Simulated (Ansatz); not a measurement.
A crystal relaxed with r2SCAN in the plane-wave code Ansatz has space group P6_3mc (No. 186) and a = 3.107 Å, c = 4.979 Å.

| atom | site | x | y | z |
| --- | --- | --- | --- | --- |
| Xx | 2b | 0.3333 | 0.6667 | 0.9967 |
| N | 2b | 0.3333 | 0.6667 | 0.3783 |

With r2SCAN the gap is 4.88 eV and direct, at Γ. HSE06 gives a direct gap of 5.60 eV at Γ. Meshes: r2SCAN 12×12×6, HSE06 6×6×4. r2SCAN's ε∞ is 4.1 along x and y, 4.3 along z.

Problem. Which element is Xx?
A. Al
B. B
C. Ga
D. In

Solution. A. Xx is Al: wurtzite AlN. Around Al lie 4 N at 1.89–1.90 Å; around N lie 4 Al at 1.89–1.90 Å.

Spin-unpolarised throughout; all numbers are computed.

The meshes of the hybrids are coarse, so their gaps aren't converged to the digits shown.
